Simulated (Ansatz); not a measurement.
## A film clamped to a substrate in ZnAu

Method: DFT r2SCAN, scalar-relativistic, plane waves, PAW in Ansatz 0.2.0. The runs took a 500 eV cutoff, a Γ-centred 16×16×16 mesh and Gaussian smearing (0.15 eV). Spin–orbit coupling is left out, which can shift energies with elements as heavy as these. No spin polarisation. Energies are free energies at this smearing, counted from the undisturbed cell; pressure is positive in compression.

Zero of the scan (as given, not relaxed at this level; it stands at 0.2 GPa, and it needn't be the usual structure):

```
CELL_PARAMETERS angstrom
3.14700 0.00000 0.00000
0.00000 3.14700 0.00000
0.00000 0.00000 3.14700
ATOMIC_POSITIONS crystal
Zn 0.50000 0.50000 0.50000
Au 0.00000 0.00000 0.00000
```

The cell (2 atoms, V0 = 31.17 Å³) is strained by p along both x and y and by q along z, fractional coordinates fixed. τp = (1/V0) ∂E/∂p = (σxx + σyy)(1 + p)(1 + q) and τq = (1/V0) ∂E/∂q = σzz(1 + p)², with tension positive.

| p | q | ΔE (meV/atom) | τp (GPa) | τq (GPa) |
| --- | --- | --- | --- | --- |
| 0.000 | 0.000 | 0.00 | -0.33 | -0.17 |
| -0.050 | 0.000 | 82.15 | -36.36 | -16.13 |
| 0.050 | 0.000 | 54.80 | 20.80 | 10.92 |
| 0.000 | -0.050 | 20.98 | -15.31 | -8.89 |
| 0.000 | 0.050 | 15.12 | 11.25 | 6.08 |

Q: Get the second derivatives of the energy density.

A: Central differences give A = ∂τp/∂p = 572 GPa (C11 + C22 + 2 C12), C = ∂τq/∂q = 150 GPa (C33) and the cross term B = ∂τq/∂p = 271 GPa (C13 + C23); ∂τp/∂q = 266 GPa must equal B, and any difference shows higher-order terms. Steps this large leave an error of some per cent of A or C in all of these, which can swamp a small B. The ions are clamped. In a cubic crystal C11 = C = 150, C12 = B/2 = 135 GPa and A should be 2(C11 + C12) = 570 GPa; the bulk modulus is (C11 + 2 C12)/3 = 140 GPa.

Q: A film of this crystal grows with z along the normal on a substrate that imposes p. How does its thickness respond, and what does the misfit cost?

A: Count p and q from the stress-free cell. A free surface needs τq = 0, so q = −(B/C) p = -1.81 p. The energy density left is (A − B²/C) p²/2 = M p², with the biaxial modulus M = 41 GPa (a small difference of large numbers, so errors of a few per cent in A, B and C become tens of per cent in M); a misfit of 1 % costs 0.40 meV/atom, against 2.78 meV/atom if the thickness were held.

In a metal these slopes depend on the k mesh and the smearing.